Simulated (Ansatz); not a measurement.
Runs of Ansatz 0.2.0 on ZnO (zincite). Symmetry: P6_3mc, No. 186, hexagonal system. The conventional cell has a = 3.249 Å, b = 3.249 Å, c = 5.206 Å, α = 90.00°, β = 90.00°, γ = 120.00°. Around Zn (site symmetry 3m) lie 4 O at 1.97 to 1.98 Å. Around O (site symmetry 3m) lie 4 Zn at 1.97 to 1.98 Å. 

```csv
task,level,cell,k mesh,smearing,points for each segment of the path,gap on the mesh (eV),pressure (GPa),relaxed volume (Å³/atom),largest force (eV/Å)
relaxation of cell and atoms,RPBE,relaxed,9 × 9 × 5,fermi-dirac 0.05 eV,-,0.80,0.0,12.76,-
relaxation of cell and atoms,PBEsol+D3(BJ),relaxed,9 × 9 × 5,fermi-dirac 0.05 eV,-,(a),0.0,11.57,-
phonons,PBEsol,as given,7 × 7 × 4,fixed,-,0.70,-,-,-
band structure,RPBE,as given,9 × 9 × 5,fermi-dirac 0.05 eV,14,0.90,9.5,-,0.08
band structure,revPBE,as given,9 × 9 × 5,fermi-dirac 0.05 eV,14,0.88,8.3,-,(b)
relaxation of cell and atoms,PBEsol+D4,relaxed,9 × 9 × 5,fermi-dirac 0.05 eV,-,0.72,0.0,11.62,-
```

Alike in all rows: potentials or basis Ansatz PAW; no spin polarisation; cutoff (eV) 420.

Fill in the values left out.

(a) 0.73; (b) 0.07.

Caveats: the PAW data sets come from PBE, with cores solved anew for the run's functional, which leaves a small shift of forces and pressure; odd divisions of the mesh miss points on the zone boundary, where band edges often lie, so the gap on the mesh can be too wide (some runs); the plane-wave basis is chosen anew once the cell has moved, so the energies of steps on either side of that aren't comparable (some runs); the gap is small at this level, which inflates the dielectric constant (some runs).

A k mesh can miss the band edges.

Runs at the PBE level aren't shown here.
